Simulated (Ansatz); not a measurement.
PbF2 built on the fluorite prototype, relaxed with r2SCAN in Ansatz 0.2.0. It is cubic, Fm-3m (No. 225); conventional cell a = 5.921 Å, 17.30 Å³ an atom. Pb is surrounded by 8 F at 2.56 Å; F is surrounded by 4 Pb at 2.56 Å.

The axes x, y and z are those of this cell:
```xyz
3
Lattice="0.0000 2.9604 2.9604 2.9604 0.0000 2.9604 2.9604 2.9604 0.0000" Properties=species:S:1:pos:R:3 pbc="T T T"
Pb    0.0000    0.0000    0.0000
F     1.4802    1.4802    1.4802
F     4.4407    4.4407    4.4407
```

Unstrained: PBE gives an indirect gap of 4.419 eV, from W to X; the least direct gap is 4.565 eV at X. The r2SCAN gap is indirect, 4.931 eV (W to X), below the direct gap of 5.073 eV at X. With HSE06 the valence top lies at W and the conduction bottom at X, 5.727 eV higher; the smallest vertical gap, at X, is 5.861 eV. Meshes: PBE 8×8×8, r2SCAN 8×8×8, HSE06 6×6×6. Strains are changes of length per length. After each strain the atoms were relaxed again with r2SCAN within the symmetry that the strain leaves, so tilts or polar shifts that break it weren't tested; points keep the names that they have in the unstrained zone. Calculated for a static, non-magnetic cell.

Task: For epitaxial +2.0 % in the plane normal to [111], how far does the free direction move, and what happens to the gap?

Result: The normal strain at zero normal stress is -2.25 %, 1.12 of the in-plane strain with the sign turned. PBE: the gap goes from 4.419 to 4.414 eV (-0.005 eV); the edges go from W → X to (0.271, -1/2, -0.271) → X. r2SCAN: the gap goes from 4.931 to 4.928 eV (-0.003 eV); the edges go from W → X to (0.271, -1/2, -0.271) → X. HSE06: the gap goes from 5.727 to 5.735 eV (+0.008 eV); the edges go from W → X to (0.271, -1/2, -0.271) → X.

Task: One strain changed the r2SCAN stress by xx -2.75, yy -2.75, zz 0.00 GPa (compression positive) and the gap by -0.179 eV (PBE), -0.187 eV (r2SCAN), -0.176 eV (HSE06). Which kind of strain was it, and roughly how large?

Result: Epitaxial +2.5 % in the xy plane, free normal strain -2.49 %. The pattern of the stress gives the kind; the size needs the stiffness, so it is an estimate.

Task: For epitaxial -1.0 % in the xy plane, how far does the free direction move, and what happens to the gap?

Result: The normal strain at zero normal stress is +1.07 %, 1.07 of the in-plane strain with the sign turned. PBE: the gap goes from 4.419 to 4.366 eV (-0.053 eV); the edges go from W → X to (0.281, -1/2, -0.219) → X. r2SCAN: the gap goes from 4.931 to 4.873 eV (-0.058 eV); the edges go from W → X to (0.281, -1/2, -0.219) → X. HSE06: the gap goes from 5.727 to 5.663 eV (-0.064 eV); the edges go from W → X to (0.281, -1/2, -0.219) → X.

Task: One strain changed the r2SCAN stress by xx -5.27, yy -2.50, zz -2.50 GPa (compression positive) and the gap by -0.127 eV (PBE), -0.128 eV (r2SCAN), -0.110 eV (HSE06). Which kind of strain was it, and roughly how large?

Result: Uniaxial +5.0 % along x, other directions held. The pattern of the stress gives the kind; the size needs the stiffness, so it is an estimate.

Task: Estimate what uniaxial +4.0 % along [111], other directions held does to the gap.

Result: PBE: the gap goes from 4.419 to 4.412 eV (-0.007 eV); the edges go from W → X to (0.208, -1/2, -0.208) → X. r2SCAN: the gap goes from 4.931 to 4.931 eV (0.000 eV); the edges go from W → X to (0.208, -1/2, -0.208) → X. HSE06: the gap goes from 5.727 to 5.753 eV (+0.026 eV); the edges go from W → X to (0.208, -1/2, -0.208) → X. The r2SCAN energy rises by 8.6 meV an atom.

Spin-orbit coupling is left out; in compounds of Pb, Bi, Tl or Hg it can lower a gap by up to about 1 eV, split its edges or invert the bands.

Where an edge lies off the special points, it is a point of the mesh or the k point where a search put PBE's edge or least direct gap, reused for the other functionals, whose own edges may lie a little apart.

Coordinates of k points refer to the reciprocal vectors of the primitive cell of the runs.

The meshes of the hybrids are coarse, so their gaps aren't converged to the digits shown.
